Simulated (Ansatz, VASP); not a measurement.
ZnCu in VASP and in Ansatz

Contents of INCAR:

```
SYSTEM = ZnCu
  ALGO = Normal
  EDIFF = 1E-8
  ENCUT = 520
  GGA = PE
  ISIF = 2
  ISMEAR = -1
  LASPH = .TRUE.
  LCHARG = .FALSE.
  LEFG = .TRUE.
  LREAL = .FALSE.
  LWAVE = .FALSE.
  NBANDS = 18
  NELM = 80
  PREC = Accurate
  SIGMA = 0.05
```

Contents of KPOINTS:

```
k-points
0
G
  14 14 14
  0 0 0
```

POSCAR

```
ZnCu
1.0
    2.9252343038      0.0000000000      0.0000000000
    0.0000000000      2.9252343038      0.0000000000
    0.0000000000      0.0000000000      2.9252343038
Zn Cu
1 1
Direct
    0.5000000000      0.5000000000      0.5000000000
    0.0000000000      0.0000000000      0.0000000000
```

Input for Ansatz:

```yaml
crystal:
  lattice:
    - [2.9252343038, 0.0, 0.0]
    - [0.0, 2.9252343038, 0.0]
    - [0.0, 0.0, 2.9252343038]
  atoms:
    - { symbol: Zn, position: [0.5, 0.5, 0.5] }
    - { symbol: Cu, position: [0.0, 0.0, 0.0] }
kpoints:
  mp_grid: { grid: [14, 14, 14] }
scf:
  occupations: { method: fermi_dirac, width: 0.05 }
hamiltonian:
  xc: pbe
  pseudopotentials: { kind: paw }
output:
  forces: true
  stress: true
  eigenvalues: true
  efg: { contact_densities: true }
```

Change from the starting cell: volume scaled by 0.98, PAW files.

Alike in both runs: task electric field gradients; functional PBE; k mesh 14 × 14 × 14; occupations fermi-dirac, width 0.05 eV; no spin polarisation.

|  | VASP | Ansatz |
| --- | --- | --- |
| version | VASP 6.6.1 | Ansatz 0.2.0 |
| potentials or method | VASP PAW PBE potentials, release 64 (Zn, Cu) | PAW with Ansatz's default frozen-core files, scalar-relativistic |
| plane-wave cutoff (eV) | 520 | 420 |
| valence electrons in the cell | 23 | 31 |

```tsv
	VASP	Ansatz	Ansatz less VASP
pressure (GPa)	5.5	4.9	-0.58
Vzz of the field gradient on the site that differs most (V/Å²)	0.0	0.0	0.00
```

With one functional, cell and mesh, what is left measures potentials, basis and numerics. The two sets of potentials don't hold the same shells in valence.
